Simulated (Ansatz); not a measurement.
H interstitial in WSe2

Theory: Ansatz 0.2.0, DFT PBE+D3(BJ), scalar-relativistic, plane waves, PAW. Run with 420 eV cutoff, 2×2×2 k-mesh, shifted by half a step, Gaussian smearing of 0.01 eV, collinear spin in charge 0 alone.

Host crystal, relaxed:

```
W Se
1.0
     3.27901    0.00000    0.00000
    -1.63951    2.83971    0.00000
     0.00000    0.00000    7.00564
W Se
1 2
Cartesian
  0.0000 0.0000 0.0000
  0.0000 1.8931 1.6853
  0.0000 1.8931 5.3204
```

Supercell of 36 atoms, rows in host cell vectors: 0 2 1; -2 -2 1; 2 0 1. Atoms relax at the host's cell from a start displaced at random by 0.06 Å near the defect, so other minima may exist. The cell is small, so energies carry finite-size errors of tenths of an eV. The host's Kohn–Sham gap is 1.25 eV. Atoms are taken from and returned to the elements' standard states. Charged cells are corrected for image charges with the computed static dielectric tensor (mean 11.2) and aligned with the host's potential at far atoms (alignment terms reach 0.11 eV; the program doubts the alignment in some charges, where it is up to 0.11 eV). No band-filling term is added, and the Fermi level counts from the host's valence band top.

Spin-orbit coupling is left out, which matters for the bands and energies of heavy elements.

Defect: H interstitial at (0.000, 0.000, 0.500) of the host cell.

Task: What is the formation energy of the neutral defect?

Result: 1.80 eV.

Task: Does the neutral defect carry a moment, and how do its surroundings relax?

Result: It changes the cell's moment by 1.00 μB. The nearest neighbours before are 6 Se at 2.62 Å; after relaxation the atoms near the site are 1 Se at 1.64 Å, 2 Se at 2.52 Å, 1 Se at 2.82 Å, 1 W at 3.27 Å, 1 W at 3.28 Å; the largest move is 1.81 Å.

Task: Charges +1, 0, -1 were computed. Which is stable where in the gap?

Result: Among the charges computed the stable one is +1 at the valence band top, changing to 0 at 0.80 eV, changing to -1 at 0.84 eV. Other sites of the defect weren't tried. Levels between neighbouring charges: (+1/0) 0.80 eV, (0/-1) 0.84 eV.